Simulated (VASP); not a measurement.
# BaS (I4/mmm) in VASP: further runs

Runs on BaS. Level: PBEsol. Tasks: single point.

Program: VASP 6.6.1. These are calculated values, not measurements. Logs are shortened: lines on timing, memory, paths and dates and some standing lists are left out, and cuts for length are marked.

## 1. The cell of the first run

Symmetry: I4/mmm, No. 139, tetragonal system. Conventional cell: a = 4.478 Å, b = 4.478 Å, c = 5.953 Å, α = 90.00°, β = 90.00°, γ = 90.00°. Ba (site symmetry 4/mmm) is surrounded by 6 S at 2.98 to 3.17 Å. S (site symmetry 4/mmm) is surrounded by 6 Ba at 2.98 to 3.17 Å.

Measurements of this composition are mostly on another form, of space group No. 225.

## 2. Single point, PBEsol (strain -0.0600 x Voigt [0, 0, 1, 0, 0, 0], atoms carried along)

The input, INCAR:

```
SYSTEM = BaS
ALGO = Fast
EDIFF = 1E-6
ENCUT = 520
GGA = PS
ISIF = 2
ISMEAR = 0
LASPH = .True.
LCHARG = .False.
LREAL = .False.
LWAVE = .False.
NBANDS = 15
NELM = 100
PREC = Accurate
SIGMA = 0.05
```

The input, KPOINTS:

```
k-points
0
Gamma
  8 8 8
  0 0 0
```

The input, POSCAR:

```
BaS
1.0
    0.0000000000      3.1663007200      2.9763226768
    3.1663007200      0.0000000000      2.9763226768
    3.1663007200      3.1663007200      0.0000000000
Ba S
1 1
Direct
    0.0000000000      0.0000000000      0.0000000000
    0.5000000000      0.5000000000      0.5000000000
```

Potentials or basis: VASP PAW PBE potentials, release 64 (Ba_sv, S).

Started as:

```console
> cat potpaw_PBE.64/Ba_sv/POTCAR potpaw_PBE.64/S/POTCAR > POTCAR
> mpirun -np 1 vasp_std > vasp.out
```

OUTCAR:

```text
SYSTEM = BaS
   EDIFF = 1E-6
   ENCUT = 520
   GGA = PS
   ISIF = 2
   ISMEAR = 0
   LASPH = .True.
   LREAL = .False.
   NELM = 100
   PREC = Accurate

 ion  position               nearest neighbor table
   1  0.000  0.000  0.000-   2 2.98   2 2.98   2 3.17   2 3.17   2 3.17   2 3.17
   2  0.500  0.500  0.500-   1 2.98   1 2.98   1 3.17   1 3.17   1 3.17   1 3.17

  LATTYP: Found a body centered tetragonal cell.
 ALAT       =     4.4778254208
 C/A-ratio  =     1.3293607486

  Lattice vectors:

 A1 = (   0.0000000000,  -3.1663007200,  -2.9763226768)
 A2 = (   0.0000000000,   3.1663007200,  -2.9763226768)
 A3 = (   3.1663007200,   0.0000000000,   2.9763226768)

Analysis of symmetry for initial positions (statically):
=====================================================================
 Subroutine PRICEL returns:
 Original cell was already a primitive cell.

 Routine SETGRP: Setting up the symmetry group for a
 body centered tetragonal supercell.

 Subroutine GETGRP returns: Found 16 space group operations
 (whereof 16 operations were pure point group operations)
 out of a pool of 16 trial point group operations.

The static configuration has the point symmetry D_4h.

Analysis of symmetry for dynamics (positions and initial velocities):
=====================================================================
 Subroutine PRICEL returns:
 Original cell was already a primitive cell.

 Routine SETGRP: Setting up the symmetry group for a
 body centered tetragonal supercell.

 Subroutine GETGRP returns: Found 16 space group operations
 (whereof 16 operations were pure point group operations)
 out of a pool of 16 trial point group operations.

The dynamic configuration has the point symmetry D_4h.

 Subroutine INISYM returns: Found 16 space group operations
 (whereof 16 operations are pure point group operations),
 and found     1 'primitive' translations

----------------------------------------------------------------------------------------

                                     Primitive cell

  volume of cell :      59.6780

  direct lattice vectors                    reciprocal lattice vectors
     0.000000000  3.166300720  2.976322677    -0.157912986  0.157912986  0.167992538
     3.166300720  0.000000000  2.976322677     0.157912986 -0.157912986  0.167992538
     3.166300720  3.166300720  0.000000000     0.157912986  0.157912986 -0.167992538

  length of vectors
     4.345567503  4.345567503  4.477825421     0.279453958  0.279453958  0.279453958

  position of ions in fractional coordinates (direct lattice)
     0.000000000  0.000000000  0.000000000
     0.500000000  0.500000000  0.500000000

  ion indices of the primitive-cell ions
   primitive index   ion index
                 1           1
                 2           2

----------------------------------------------------------------------------------------

 KPOINTS: k-points

Automatic generation of k-mesh.
 Grid dimensions read from file:
 generate k-points for:    8    8    8

 Generating k-lattice:

  Cartesian coordinates                     Fractional coordinates (reciprocal lattice)
    -0.019739123  0.019739123  0.020999067     0.125000000  0.000000000  0.000000000
     0.019739123 -0.019739123  0.020999067     0.000000000  0.125000000  0.000000000
     0.019739123  0.019739123 -0.020999067     0.000000000  0.000000000  0.125000000

  Length of vectors
     0.034931745  0.034931745  0.034931745

  Shift w.r.t. Gamma in fractional coordinates (k-lattice)
     0.000000000  0.000000000  0.000000000

 Subroutine IBZKPT returns following result:
 ===========================================

 Found     59 irreducible k-points:

 Following reciprocal coordinates:
            Coordinates               Weight
  0.000000  0.000000  0.000000      1.000000
  0.125000 -0.000000  0.000000      8.000000
  0.250000 -0.000000  0.000000      8.000000
  0.375000  0.000000  0.000000      8.000000
  0.500000 -0.000000  0.000000      4.000000
  0.125000  0.125000  0.000000      2.000000
[... 16 lines left out ...]
  0.250000  0.000000  0.125000     16.000000
  0.375000  0.000000  0.125000     16.000000
 [... further k-points ...]
   k-points           NKPTS =     59   k-points in BZ     NKDIM =     59   number of bands    NBANDS=     15
   number of dos      NEDOS =    301   number of ions     NIONS =      2
   total plane-waves  NPLWV =  36864
   dimension x,y,z NGX =    32 NGY =   32 NGZ =   36
   dimension x,y,z NGXF=    64 NGYF=   64 NGZF=   72
   ions per type =               1   1
   NGX,Y,Z   is equivalent  to a cutoff of  12.24, 12.24, 13.37 a.u.
   NGXF,Y,Z  is equivalent  to a cutoff of  24.48, 24.48, 26.73 a.u.
 SYSTEM =  BaS
   PREC   = accura    normal or accurate (medium, high low for compatibility)
   ISTART =      0    job   : 0-new  1-cont  2-samecut
   ICHARG =      2    charge: 1-file 2-atom 10-const
   ISPIN  =      1    spin polarized calculation?
   LNONCOLLINEAR =      F non collinear calculations
   LSORBIT =      F    spin-orbit coupling
   LASPH  =      T    aspherical Exc in radial PAW
   ENCUT  =  520.0 eV  38.22 Ry    6.18 a.u.   8.08  8.08  8.33*2*pi/ulx,y,z
   NELM   =    100;   NELMIN=  2; NELMDL= -5     # of ELM steps
   EDIFF  = 0.1E-05   stopping-criterion for ELM
   LREAL  =      F    real-space projection
   EDIFFG = 0.1E-04   stopping-criterion for IOM
   NSW    =      0    number of steps for IOM
   IBRION =     -1    ionic relax: 0-MD 1-quasi-New 2-CG
   NFREE  =      0    steps in history (QN), initial steepest desc. (CG)
   ISIF   =      2    stress and relaxation
   ISYM   =      2    0-nonsym 1-usesym 2-fastsym
   POTIM  = 0.5000    time-step for ionic-motion
   TEBEG  =    0.0;   TEEND  =   0.0 temperature during run
   PSTRESS=    0.0 pullay stress
   NELECT =      16.0000    total number of electrons
   NUPDOWN=      -1.0000    fix difference up-down
   EMIN   =  10.00;   EMAX   =-10.00  energy-range for DOS
   EFERMI =   0.00;   METHOD = LEGACY
   ISMEAR =     0;   SIGMA  =   0.05  broadening in eV -4-tet -1-fermi 0-gaus
   EFERMI_NEDOS =   21; number of points for ismear=-14 and -15
   IALGO  =     68    algorithm
   IMIX   =      4    mixing-type and parameters
     AMIX     =   0.40;   BMIX     =  1.00
     AMIX_MAG =   1.60;   BMIX_MAG =  1.00
  volume/ion in A,a.u.               =      29.84       201.36
  Fermi-wavevector in a.u.,A,eV,Ry     =   1.055626  1.994844 15.161599  1.114346
  Thomas-Fermi vector in A             =   2.190831
   LORBIT       =      0    0 simple, 1 ext, 2 COOP (PROOUT), +10 PAW based schemes
   GGA     = PS    functional components
   LHFCALC =     F    Hartree Fock is set to
   AEXX    =    0.0000 exact exchange contribution
   IVDW    =     0    specifies the selected vdW correction
   LEPSILON=     F    determine dielectric tensor
   LRPA    =     F    only Hartree local field effects (RPA)
 non-spin polarized calculation
 RMM-DIIS sequential band-by-band and
 Gauss-broadening in eV      SIGMA  =   0.05
  energy-cutoff  :      520.00
  volume of cell :       59.68
 maximum number of plane-waves:      1631
   NGX = 17   NGY = 17   NGZ = 17

 number of electron      16.0000000 magnetization

 Free energy of the ion-electron system (eV)
  ---------------------------------------------------
  ext. energy  EPLUGINS =         0.00000000
  ---------------------------------------------------
  free energy    TOTEN  =       -10.59616935 eV

  energy without entropy =      -10.59616935  energy(sigma->0) =      -10.59616935

 E-fermi :   2.2733     XC(G=0):  -9.1880

 val. band max:        2.0580369682   @ k =   0.0000   0.0000   0.0000
 cond. band min:       3.5928619204   @ k =   0.5000   0.5000   0.0000
 fundamental gap:      1.5348249522
 Fermi energy:         2.2733352919

 k-point     1 :       0.0000    0.0000    0.0000
  band No.  band energies     occupation
      1     -23.9445      2.00000
      2      -9.0229      2.00000
      3      -8.9590      2.00000
      4      -8.9590      2.00000
      5      -8.6745      2.00000
      6       1.7325      2.00000
      7       1.7325      2.00000
      8       2.0580      2.00000
      9       5.4460      0.00000
     10       5.4460      0.00000
     11       5.4565      0.00000
     12       5.9293      0.00000
     13       6.4424      0.00000
     14       7.1131      0.00000
     15      10.4924      0.00000

 k-point     2 :       0.1250   -0.0000    0.0000
  band No.  band energies     occupation
      1     -23.9340      2.00000
      2      -9.5404      2.00000
      3      -8.9935      2.00000
      4      -8.9728      2.00000
      5      -8.1076      2.00000
      6       1.3280      2.00000
      7       1.4927      2.00000
      8       1.7045      2.00000
      9       5.5563      0.00000
     10       5.7335      0.00000
     11       6.0205      0.00000
     12       6.1261      0.00000
     13       6.9391      0.00000
     14       7.7122      0.00000
     15      11.1999      0.00000

 k-point     3 :       0.2500   -0.0000    0.0000
  band No.  band energies     occupation
      1     -23.9086      2.00000
      2     -10.1084      2.00000
      3      -9.0056      2.00000
      4      -8.9997      2.00000
      5      -7.4925      2.00000
      6       0.5255      2.00000
      7       1.0307      2.00000
      8       1.1093      2.00000
      9       5.8775      0.00000
     10       6.5275      0.00000
     11       6.6815      0.00000
     12       7.3460      0.00000
     13       8.1797      0.00000
     14       9.1114      0.00000
     15      12.7105      0.00000
[... 343 lines left out ...]
 k-point    23 :       0.2500    0.0000    0.1250
  band No.  band energies     occupation
      1     -23.9120      2.00000
      2      -9.8805      2.00000
      3      -9.0704      2.00000
      4      -9.0201      2.00000
      5      -7.7587      2.00000
      6       0.4932      2.00000
      7       1.3534      2.00000
      8       1.6367      2.00000
      9       5.0374      0.00000
     10       6.6434      0.00000
     11       6.7691      0.00000
     12       7.1227      0.00000
     13       7.9395      0.00000
     14       8.9342      0.00000
     15      12.5699      0.00000

 k-point    24 :       0.3750    0.0000    0.1250
  band No.  band energies     occupation
      1     -23.8865      2.00000
      2     -10.2856      2.00000
      3      -9.0759      2.00000
      4      -9.0594      2.00000
      5      -7.3553      2.00000
      6       0.1402      2.00000
      7       0.8641      2.00000
      8       1.0759      2.00000
      9       5.5928      0.00000
     10       7.6415      0.00000
     11       7.8990      0.00000
     12       7.9480      0.00000
     13       9.2062      0.00000
     14      10.1531      0.00000
     15      12.1930      0.00000

 [... further k-points ...]

------------------------ aborting loop because EDIFF is reached ----------------------------------------

  FORCE on cell =-STRESS in cart. coord.  units (eV):
  Direction    XX          YY          ZZ          XY          YZ          ZX
  --------------------------------------------------------------------------------------
  -------------------------------------------------------------------------------------
  Total        0.6737045      0.6737045      3.9927040      0.0000000      0.0000000     -0.0000000
  in kB       18.0869660     18.0869660    107.1922449      0.0000000      0.0000000     -0.0000000
  external PRESSURE =      47.7887256 kB  Pullay stress =       0.0000000 kB

 VOLUME and BASIS-vectors are now :
 -----------------------------------------------------------------------------
  energy-cutoff  :      520.00
  volume of cell :       59.68
      direct lattice vectors                 reciprocal lattice vectors
     0.000000000  3.166300720  2.976322677    -0.157912986  0.157912986  0.167992538
     3.166300720  0.000000000  2.976322677     0.157912986 -0.157912986  0.167992538
     3.166300720  3.166300720  0.000000000     0.157912986  0.157912986 -0.167992538

 POSITION                                       TOTAL-FORCE (eV/Angst)
 -----------------------------------------------------------------------------------
      0.00000      0.00000      0.00000        -0.000000      0.000000      0.000000
      3.16630      3.16630      2.97632         0.000000     -0.000000      0.000000
 -----------------------------------------------------------------------------------
    total drift:                                0.000000     -0.000000     -0.000000

  FREE ENERGIE OF THE ION-ELECTRON SYSTEM (eV)
  ---------------------------------------------------
  free  energy   TOTEN  =       -10.5961693470 eV

  energy  without entropy=      -10.5961693470  energy(sigma->0) =      -10.59616935
```

Run time: 23 s. Hardware: 1 thread of Intel Xeon 6975P-C (Granite Rapids), shared host; peak memory 0.21 GiB.

What came out:

```yaml
Free_energy: -10.5962 eV
Pressure: 4.8 GPa
Band_gap_on_the_k_mesh: 1.53 eV, indirect (least direct gap 1.65 eV)
```

Levels at points of the mesh, in eV from the valence-band top:
| k point | band 5 | band 6 | band 7 | band 8 | band 9 | band 10 | band 11 | band 12 |
| --- | --- | --- | --- | --- | --- | --- | --- | --- |
| (0.00, 0.00, 0.00) | -10.73 | -0.33 | -0.33 | 0.00 | 3.39 | 3.39 | 3.40 | 3.87 |
| (0.50, 0.00, 0.00) | -8.95 | -2.43 | -1.56 | -1.53 | 5.52 | 5.54 | 6.32 | 6.48 |
| (0.50, 0.50, 0.00) | -10.67 | -0.41 | -0.41 | -0.32 | 1.53 | 6.01 | 6.28 | 7.60 |
| (0.50, 0.00, 0.50) | -10.66 | -0.77 | -0.43 | -0.05 | 1.60 | 5.57 | 6.53 | 7.45 |

Caveat: the PAW data sets were made with another functional, which shifts forces and pressure a little; spin-orbit coupling is left out, which moves the levels of the heavy elements.

(Part 1 of 2 ends here.)
